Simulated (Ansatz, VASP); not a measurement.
# MoW3Se8: VASP beside Ansatz

Aim: how closely do two programs agree when they are given the same cell, functional and k mesh? The structure shown is the end of the Ansatz relaxation below.

Method: plane waves, with VASP 6.6.1 beside it; single point at PBEsol, in Ansatz 0.2.0.

## 1. Starting point

The cell holds 12 atoms: 3 W, 1 Mo and 8 Se. Its edges and angles: a = 6.540 Å, b = 6.540 Å, c = 18.225 Å, α = 90.0°, β = 90.0°, γ = 120.0°. Vacuum lies along c.

Coordinates:

```cif
data_structure
_symmetry_space_group_name_H-M 'P 1'
_symmetry_Int_Tables_number 1
_cell_length_a 6.5403
_cell_length_b 6.5403
_cell_length_c 18.2250
_cell_angle_alpha 90.000
_cell_angle_beta 90.000
_cell_angle_gamma 120.000
_cell_volume 675.14
loop_
_atom_site_label
_atom_site_type_symbol
_atom_site_fract_x
_atom_site_fract_y
_atom_site_fract_z
_atom_site_occupancy
W1 W 0.33379 0.16621 0.50000 1
W2 W 0.33379 0.66757 0.50000 1
W3 W 0.83243 0.16621 0.50000 1
Mo4 Mo 0.83333 0.66667 0.50000 1
Se5 Se 0.16667 0.33333 0.40842 1
Se6 Se 0.16667 0.33333 0.59158 1
Se7 Se 0.16630 0.83315 0.40837 1
Se8 Se 0.16630 0.83315 0.59163 1
Se9 Se 0.66685 0.33370 0.40837 1
Se10 Se 0.66685 0.33370 0.59163 1
Se11 Se 0.66685 0.83315 0.40837 1
Se12 Se 0.66685 0.83315 0.59163 1
```

## 2. Ansatz: relaxation, PBEsol

Ansatz runs on its PAW soft_1 files.

This run makes the geometry at which the two programs are then compared.

input.yaml

```yaml
crystal:
  lattice:
    - [6.576, 0.0, 0.0]
    - [-3.288, 5.69498306, 0.0]
    - [0.0, 0.0, 18.225]
  atoms:
    - { symbol: W, position: [0.33333333, 0.16666667, 0.5] }
    - { symbol: W, position: [0.33333333, 0.66666667, 0.5] }
    - { symbol: W, position: [0.83333333, 0.16666667, 0.5] }
    - { symbol: Mo, position: [0.83333333, 0.66666667, 0.5] }
    - { symbol: Se, position: [0.16666667, 0.33333333, 0.41152263] }
    - { symbol: Se, position: [0.16666667, 0.33333333, 0.58847737] }
    - { symbol: Se, position: [0.16666667, 0.83333333, 0.41152263] }
    - { symbol: Se, position: [0.16666667, 0.83333333, 0.58847737] }
    - { symbol: Se, position: [0.66666667, 0.33333333, 0.41152263] }
    - { symbol: Se, position: [0.66666667, 0.33333333, 0.58847737] }
    - { symbol: Se, position: [0.66666667, 0.83333333, 0.41152263] }
    - { symbol: Se, position: [0.66666667, 0.83333333, 0.58847737] }
kpoints:
  mp_grid: { grid: [5, 5, 2] }
scf:
  occupations: { method: fermi_dirac, width: 0.02 }
hamiltonian:
  xc: pbesol
  pseudopotentials: { kind: paw, azcp: { folder: soft_1 }, xc_functional: pbe }
basis:
  ecutwfc: 600
output:
  forces: true
  stress: true
relax:
  f_tol: 0.005
  max_steps: 70
  cell: { stress_tol: 0.02, p_target: 0, fix: [c, alpha, beta, gamma] }
```

Command:

```console
$ ansatz run input.yaml --threads 4 --pin off --max-ram 10240MiB --backend cpu --events-out ev --progress --plain --runs-dir out
```

Numbers of over 12 decimals in the logs are rounded to 6 here.

What it wrote:

```text
Warning: crystal.symmetry: narrowed to the stabiliser of the fixed cell quantities (relax.cell.fix) — unitary ops 12 → 4. The narrowing is safe, since a smaller group never makes results wrong: the run goes on under it, on as many k-points as the starting group would need, or more. Excluded: 8 operations that would move a fixed cell quantity at a test strain (relax.cell.fix fixes c, alpha, beta, gamma). The cell can leave their symmetry as it relaxes.
Engine: ansatz 0.2.0, aarch64-unknown-linux-gnu
Pseudopotentials: kind: paw
Pseudopotential: W, paw, valence charge 14, recommended cutoff 420 eV (normal), soft_1/W.paw.azcp
Pseudopotential: Mo, paw, valence charge 14, recommended cutoff 420 eV (normal), soft_1/Mo.paw.azcp
Pseudopotential: Se, paw, valence charge 16, recommended cutoff 420 eV (normal), soft_1/Se.paw.azcp
Functional definition: PBEsol
  exchange = pbesol_x
  correlation = pbesol_c
Crystal: 12 atoms, lattice volume = 682.530 Å³
Basis set: ecut = 600 eV, 22759 PW (Γ), exchange–correlation on 108×108×300 points (8 copies of the dense FFT grid, shifted against one another)
Bands: 111, of which v1, the nominal top of the filled ones, is band 92 counted from 1 (91 counted from 0)
Symmetry: 4 space group operations
k-points: 18 of 50 (time reversal used)
Non-local potential: W, projectors of the file, l = 0: 3, l = 1: 2, l = 2: 2, l = 3: 1
Non-local potential: Mo, projectors of the file, l = 0: 3, l = 1: 2, l = 2: 2, l = 3: 1
Non-local potential: Se, projectors of the file, l = 0: 2, l = 1: 2, l = 2: 3, l = 3: 1
PAW form: soft (Blöchl's): semilocal exchange-correlation on the pseudo side does not see the compensation charge
PAW frozen core: W, regenerated for the run's functional, and the local potential with it (the file was generated under x = pbe(κ = 0.804, μ = 0.219515), c = pbe(β = 0.066725))
PAW frozen core: Mo, regenerated for the run's functional, and the local potential with it (the file was generated under x = pbe(κ = 0.804, μ = 0.219515), c = pbe(β = 0.066725))
PAW frozen core: Se, regenerated for the run's functional, and the local potential with it (the file was generated under x = pbe(κ = 0.804, μ = 0.219515), c = pbe(β = 0.066725))
PAW one-centre angular grid: W, 590 points (default); XC on 64 Gauss nodes
PAW one-centre angular grid: Mo, 590 points (default); XC on 64 Gauss nodes
PAW one-centre angular grid: Se, 590 points (default); XC on 64 Gauss nodes
Initial density: superposition of atomic densities (neutral atoms: chi_scale 0, normalization atom)
Initial wavefunctions: pseudopotential atomic-orbital guess
Functional: x = pbesol(κ = 0.804, μ = 0.123457), c = pbesol(β = 0.046)
SCF iter   1: F=—  HF=-79073.453866 eV  |F-HF|=—  |Δ(HF+E_count)|=         —  Δρ=2.98e-2  dr2=1.06e1  ethr=3.10e-3  ⟨swp⟩=8.0  Hψ=8152  notcnv=0  defer=22
preconditioner: auto → Resta (q_TF=auto, 2.193 Å⁻¹)  ε∞=2.7  [insulator: Δε(μ)=1.592 eV  Ē_g=9.130 eV  σ=0.020 eV  W_gap=1.00  n_scr=120 (ndim 8)  ℏωp=12.1 eV  f_vac=0.630  D(μ)=0.00/eV (n_scr^D=0)  ε∞_Penn≈2.7  vacuum switching on, ρ_ref=6.0e-3 e/Å³]
SCF iter   2: F=—  HF=-79072.979675 eV  |F-HF|=—  |Δ(HF+E_count)|=   4.74e-1  Δρ=2.97e-2  dr2=1.67e1  ethr=3.10e-3  ⟨swp⟩=4.0  Hψ=4210  notcnv=0  defer=234
SCF iter   3: F=—  HF=-79071.468996 eV  |F-HF|=—  |Δ(HF+E_count)|=    1.51e0  Δρ=1.26e-2  dr2=1.65e0  ethr=3.10e-3  ⟨swp⟩=3.0  Hψ=5010  notcnv=0  defer=210
SCF iter   4: F=—  HF=-79071.154466 eV  |F-HF|=—  |Δ(HF+E_count)|=   3.15e-1  Δρ=2.98e-3  dr2=4.77e-2  ethr=8.98e-4  ⟨swp⟩=3.0  Hψ=2483  notcnv=0  defer=210
SCF iter   5: F=—  HF=-79071.146588 eV  |F-HF|=—  |Δ(HF+E_count)|=   7.88e-3  Δρ=8.38e-4  dr2=1.02e-2  ethr=2.59e-5  ⟨swp⟩=2.9  Hψ=2674  notcnv=0  defer=210
SCF iter   6: F=—  HF=-79071.146092 eV  |F-HF|=—  |Δ(HF+E_count)|=   4.96e-4  Δρ=3.31e-4  dr2=1.33e-3  ethr=5.56e-6  ⟨swp⟩=2.2  Hψ=2424  notcnv=0  defer=210
SCF iter   7: F=—  HF=-79071.146254 eV  |F-HF|=—  |Δ(HF+E_count)|=   1.62e-4  Δρ=1.89e-4  dr2=5.11e-4  ethr=7.21e-7  ⟨swp⟩=2.8  Hψ=2793  notcnv=0  defer=210
SCF iter   8: F=—  HF=-79071.146284 eV  |F-HF|=—  |Δ(HF+E_count)|=   3.07e-5  Δρ=7.35e-5  dr2=5.64e-5  ethr=2.78e-7  ⟨swp⟩=2.2  Hψ=2273  notcnv=0  defer=210
SCF iter   9: F=—  HF=-79071.146513 eV  |F-HF|=—  |Δ(HF+E_count)|=   2.29e-4  Δρ=2.07e-5  dr2=4.62e-6  ethr=3.06e-8  ⟨swp⟩=2.0  Hψ=2598  notcnv=0  defer=210
SCF iter  10: F=—  HF=-79071.146516 eV  |F-HF|=—  |Δ(HF+E_count)|=   2.54e-6  Δρ=1.07e-5  dr2=2.05e-6  ethr=2.51e-9  ⟨swp⟩=2.5  Hψ=3437  notcnv=0  defer=210
SCF iter  11: F=—  HF=-79071.146516 eV  |F-HF|=—  |Δ(HF+E_count)|=   1.86e-7  Δρ=7.97e-6  dr2=1.30e-6  ethr=1.12e-9  ⟨swp⟩=2.5  Hψ=2309  notcnv=0  defer=210
SCF iter  12: F=-79071.146516 eV  HF=-79071.146516 eV  |F-HF|=5.59e-9  |Δ(HF+E_count)|=   1.04e-7  Δρ=1.98e-6  dr2=4.87e-8  ethr=5.43e-11  ⟨swp⟩=4.0  Hψ=7016  notcnv=0
[...]
Crystal: 12 atoms, lattice volume = 674.976 Å³
iter 1 solved again at ethr=5.79e-7 eV; its pass at ethr=3.10e-3 eV (dr2=1.06e-3 eV) is discarded
SCF iter   1: F=—  HF=-79071.345699 eV  |F-HF|=—  |Δ(HF+E_count)|=         —  Δρ=2.44e-4  dr2=1.02e-3  ethr=5.79e-7  ⟨swp⟩=3.2  Hψ=7637  notcnv=0  defer=2
preconditioner: auto → Resta (q_TF=auto, 2.197 Å⁻¹)  ε∞=3.0  [insulator: Δε(μ)=1.788 eV  Ē_g=8.642 eV  σ=0.020 eV  W_gap=1.00  n_scr=120 (ndim 8)  ℏωp=12.1 eV  f_vac=0.633  D(μ)=0.00/eV (n_scr^D=0)  ε∞_Penn≈3.0  vacuum switching on, ρ_ref=5.4e-3 e/Å³]
SCF iter   2: F=—  HF=-79071.345610 eV  |F-HF|=—  |Δ(HF+E_count)|=   8.87e-5  Δρ=1.62e-4  dr2=4.71e-4  ethr=5.53e-7  ⟨swp⟩=2.1  Hψ=2534  notcnv=0
SCF iter   3: F=—  HF=-79071.345749 eV  |F-HF|=—  |Δ(HF+E_count)|=   1.39e-4  Δρ=6.60e-5  dr2=3.09e-5  ethr=2.56e-7  ⟨swp⟩=2.0  Hψ=2362  notcnv=0
SCF iter   4: F=—  HF=-79071.345752 eV  |F-HF|=—  |Δ(HF+E_count)|=   3.01e-6  Δρ=6.21e-5  dr2=6.97e-5  ethr=1.68e-8  ⟨swp⟩=2.0  Hψ=2646  notcnv=0
SCF iter   5: F=-79071.345745 eV  HF=-79071.345745 eV  |F-HF|=1.76e-9  |Δ(HF+E_count)|=   6.79e-6  Δρ=1.11e-5  dr2=5.23e-7  ethr=2.94e-10  ⟨swp⟩=5.0  Hψ=8465  notcnv=0
SCF 4 converged in 5 iterations: F = -79071.345745 eV  dr2 = 5.23e-7
relax step   4: F+E_penalty+E_count = -79071.34574484 eV  Δ(F+E_penalty+E_count) = -2.031e-3 eV  max|allowed force component| = 6.133e-3 eV/Å  Δτ_max = 0.0039 Å  P = -0.003 GPa  Ω = 674.976 Å³  energy of the carried Pulay correction = +5.149e-5 eV  fix = [c, alpha, beta, gamma]  reactions: c -0.016 GPa; gamma +0.000 GPa/rad  (5 SCF iters, dr2 threshold 5.41e-7 eV, accepted)
[...]
relax step   5: F+E_penalty+E_count = -79071.34575494 eV  Δ(F+E_penalty+E_count) = -1.010e-5 eV  max|allowed force component| = 8.061e-4 eV/Å  Δτ_max = 0.0006 Å  P = -0.000 GPa  Ω = 675.141 Å³  energy of the carried Pulay correction = +5.036e-5 eV  fix = [c, alpha, beta, gamma]  reactions: c +0.001 GPa; gamma -0.000 GPa/rad  (7 SCF iters, dr2 threshold 2.35e-9 eV, accepted)
[...]
relax step   6: F+E_penalty+E_count = -79071.34570907 eV  Δ(F+E_penalty+E_count) = +4.587e-5 eV  max|allowed force component| = 8.026e-4 eV/Å  Δτ_max = 0.0000 Å  P = -0.000 GPa  Ω = 675.141 Å³  fix = [c, alpha, beta, gamma]  reactions: c +0.001 GPa; gamma +0.000 GPa/rad  stress off target by 7.82e-4 GPa on what of the cell is left free  SCF on the basis re-selected at this cell (its energy is not comparable with the rows above)  (6 SCF iters)
basis re-selected at this cell: Δ(F+E_penalty+E_count) = +4.587e-5 eV, ΔP = -0.000 GPa vs the last step (what re-selecting the basis moved, of the pressure what is left beyond the Pulay correction that the steps carried, after the strain that the cell walked since its last selection, with what the two solves' SCF thresholds leave and, on support functions, any second-order correction that the steps lacked; it is no m [...]
SCF converged after 6 iterations
Free energy (F): -79071.345709 eV
Harris-Foulkes:  -79071.345709 eV  (|F-HF|=1.75e-10)
Internal energy: -79071.345709 eV  (E = F + TS)
E sigma→0 (E₀):  -79071.345709 eV
Fermi energy:    1.761141 eV
--- Per-component energies (eV) ---
  E_band       = -5454.267934
  E_kinetic    = 2581.064241
  E_local      = -152539.866934  (includes V_loc(G=0)·N_el)
  E_nonlocal   = -2737.839049
  E_hartree    = 75524.747932
  E_xc         = -1652.538004
  E_vxc        = -1639.230808  (∫ρ·V_xc dr)
  E_paw        = -45198.578152  (= ΣΔE_a)
  E_vpaw       = -2167.892386  (= ΣTr[D̂ρ^β])
  E_aug_tail   = 0.000100  (compensation charges beyond the density's cutoff)
  E_ewald      = 44942.721669
  E_core_change = 8.942488  (= ΣΔE_core)
  E_smearing   = -0.000000  (= −TS)
  E_closure    = 0.000000  (closes the sum)
  Σ components = -79071.345709   (vs F -79071.345709, Δ=0.00e0)
--- Forces (eV/Å), atoms counted from 1 ---
  atom   1  W      0.00069574    -0.00040169     0.00000000
  atom   2  W      0.00000068     0.00080257     0.00000000
  atom   3  W     -0.00069471    -0.00040188     0.00000000
  atom   4  Mo    -0.00000081     0.00000047     0.00000000
  atom   5  Se    -0.00000150     0.00000087     0.00006618
  atom   6  Se    -0.00000150     0.00000087    -0.00006618
  atom   7  Se    -0.00013343    -0.00007775    -0.00031506
  atom   8  Se    -0.00013343    -0.00007775     0.00031506
  atom   9  Se     0.00000062     0.00015443    -0.00031506
  atom  10  Se     0.00000062     0.00015443     0.00031506
  atom  11  Se     0.00013390    -0.00007731    -0.00031101
  atom  12  Se     0.00013390    -0.00007731     0.00031101
  max |Σ_I F_I| component: 8.71e-8 eV/Å
--- Stress (GPa, compression-positive) ---
       -0.000782      -0.000000       0.000000
       -0.000000      -0.000782      -0.000000
        0.000000       0.000000       0.000690
  P = ⅓ Tr σ = -0.0003 GPa (-0.003 kbar)
--- Relaxed structure (5 steps of the walk, 4 accepted, 1 SCFs on fresh bases) ---
  F+E_penalty+E_count = -79071.34570907 eV   max|allowed force component| = 8.026e-4 eV/Å   (the final SCF, on the basis selected at the relaxed cell)
  cell:  # Å, volume = 675.1409 Å³
    - [6.540307, -1.2152064073133817e-18, 0.0]
    - [-3.270153, 5.664072, 0.0]
    - [0.0, 0.0, 18.225]
  atoms:
    - { symbol: W, position: [0.333785, 0.166215, 0.500000] }
    - { symbol: W, position: [0.333785, 0.667571, 0.500000] }
    - { symbol: W, position: [0.832429, 0.166215, 0.500000] }
    - { symbol: Mo, position: [0.833333, 0.666667, 0.500000] }
    - { symbol: Se, position: [0.166667, 0.333333, 0.408423] }
    - { symbol: Se, position: [0.166667, 0.333333, 0.591577] }
    - { symbol: Se, position: [0.166300, 0.833150, 0.408371] }
    - { symbol: Se, position: [0.166300, 0.833150, 0.591629] }
    - { symbol: Se, position: [0.666850, 0.333700, 0.408371] }
    - { symbol: Se, position: [0.666850, 0.333700, 0.591629] }
    - { symbol: Se, position: [0.666850, 0.833150, 0.408371] }
    - { symbol: Se, position: [0.666850, 0.833150, 0.591629] }
```

(Part 1 of 2 ends here.)

[Lines on the potential files, build, host, timing and source positions are cut from VASP's logs without a mark.]

[Logs are printed without paths, hosts, clocks, repeated set-up lines and the standing remarks that a program may print on its own settings, such as how far it seeks lower states.]

[Hosts, paths, dates, database ids (printed as entryN), source tags and the programs' standing remarks are cut or masked in the printed files.]
